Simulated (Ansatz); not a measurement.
# Te2Pt: a line through an energy map

Aim: follow the energy of Te2Pt (P-3m1, No. 164; 3 atoms in the cell) along one coordinate, volume per atom at fixed shape, with the other held at shift of Te1 along [0 0 1] = −0.108 Å.

The COD entry's cell or inner coordinates are ideal or old and differ from later refinements, so a difference from it is no clean test against experiment.

Program: Ansatz 0.2.0. Level of theory: DFT PBEsol, scalar-relativistic, plane waves, PAW. These are calculated values, not measurements.

16 further runs of the same task are left out: 16 set aside as unsound or not needed.

## 1. The starting structure

Symmetry: P-3m1, No. 164, trigonal system. The conventional cell has a = 4.045 Å, b = 4.045 Å, c = 5.137 Å, α = 90.00°, β = 90.00°, γ = 120.00°. Te (site symmetry 3m) has 3 Pt at 2.70 Å as nearest neighbours. Around Pt (site symmetry -3m) lie 6 Te at 2.70 Å.

As a file:

```xyz
3
Lattice="4.0446 0.0000 0.0000 -2.0223 3.5027 0.0000 0.0000 0.0000 5.1374" Properties=species:S:1:pos:R:3 pbc="T T T"
Te    0.0000    2.3351    1.3461
Te    2.0223    1.1676    3.7913
Pt    0.0000    0.0000    0.0000
```

This cell was relaxed beforehand with the same method: volume 24.26 Å³/atom, gap on the mesh none (metal).

## 2. What is varied

Atoms count from 1 in the order of the input.

The energy is mapped over a free internal coordinate and the cell.

First coordinate, shift of Te1 along [0 0 1], its symmetry partners moved as symmetry demands (measured in the relaxed cell): 7 values from −0.323 Å. Second coordinate, volume per atom at fixed shape: 7 values from 22.32 to 26.20 Å³.

Nothing else is relaxed (all other coordinates fixed). Energies count from the relaxed crystal. Points are written as (first, second).

## 3. The run at (−0.108 Å, 22.32 Å³)

Input file input.yaml:

```yaml
crystal:
  lattice:
    - [3.9337230641, 0.0, 0.0]
    - [-1.966861532, 3.406704105, 0.0]
    - [0.0, 0.0, 4.9966306657]
  atoms:
    - { symbol: Te, position: [0.3333333333, 0.6666666667, 0.2410633494] }
    - { symbol: Te, position: [0.6666666667, 0.3333333333, 0.7589366506] }
    - { symbol: Pt, position: [0.0, 0.0, 0.0] }
basis:
  ecutwfc: 420
kpoints:
  mp_grid: { grid: [12, 12, 8] }
hamiltonian:
  xc: pbesol
scf:
  occupations: { method: gaussian, width: 0.15 }
output:
  forces: true
  stress: true
  eigenvalues: true
```

Launch:

```sh
> ansatz run input.yaml --threads 1 --pin off --max-ram 2048MiB --backend cpu --events-out ev --progress --plain --runs-dir out
```

Further runs follow: the other points of the line.

What does the calculation give? Wanted: for each run, volume per atom at fixed shape; energy; slope; pressure; largest force on an atom.

**Answer**, as computed:

```
volume per atom at fixed shape (Å³)  step  energy (meV/atom)  slope (meV/atom per Å³)  pressure (GPa)  largest force on an atom (eV/Å)
                              22.32     3                184                     −115            18.4                             2.62
                              22.97     –                120                      −84            13.4                             2.14
                              23.61     4                 75                      −57             9.1                             1.71
                              24.26     5                 46                      −33             5.3                             1.33
                              24.91     6                 31                      −13             2.2                             0.98
                              25.55     –                 28                        4            −0.6                             0.68
                              26.20     7                 35                       18            −3.0                             0.40
```

Energies count from the relaxed crystal. Rows without a step come from runs not printed here or follow by symmetry. Slopes come from the forces (and the stress, where the cell changes), not from differences of energies.

In words: The lowest point of the line is at 25.55 Å³, 28 meV/atom from the zero. Energies and slopes round the minimum, fitted together, put the minimum at 25.405 Å³, with a curvature of about 25 meV/atom per (Å³)². V·d²E/dV² there is about 100 GPa, a bulk modulus under this line's constraint. The highest point computed, at 22.32 Å³, lies 156 meV/atom above the lowest. This is one cut through a surface in two coordinates; the map's lowest point lies off it. The runs treat Pt, Te without spin-orbit coupling.
